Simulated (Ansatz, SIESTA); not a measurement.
**SnSe: programs and potentials compared**

```
CELL_PARAMETERS angstrom
4.28533 0.00000 0.00000
0.00000 4.28533 0.00000
0.00000 0.00000 10.99069
ATOMIC_POSITIONS crystal
Sn 0.00000 0.50000 0.62777
Sn 0.50000 0.00000 0.37223
Se 0.00000 0.50000 0.38396
Se 0.50000 0.00000 0.61604
```

Measurements of this composition are mostly on another form, of space group No. 62.

The cell holds a layer with vacuum beside it, so values per volume hang on the cell's height.

Alike in all runs: task band structure; functional PBEsol; k mesh 6 × 6 × 3; occupations fermi-dirac, width 0.05 eV; no spin polarisation; no spin-orbit coupling. Gaps are the smaller of the mesh's and the band path's.

```csv
program and potentials,plane-wave cutoff (eV),notes,band gap (eV),largest force (eV/Å)
"Ansatz, Ansatz PAW",420,"potentials made for PBE, which Ansatz adapts in part",0.87,0.110
"SIESTA, files PseudoDojo sr-pbesol-0.4.1-standard, DZP (energy shift 0.003 Ry; two zetas on semicore shells)",-,atomic basis,0.94,0.377
"Ansatz, all-electron LAPW, scalar-relativistic",-,-,?,?
```

**Question.** Estimate from the other rows what the run with Ansatz, all-electron LAPW, scalar-relativistic gave.

**Answer.** Band gap 0.87 eV; largest force 0.111 eV/Å. The other rows, which needn't bracket it: band gap 0.87 to 0.94; largest force 0.110 to 0.377.
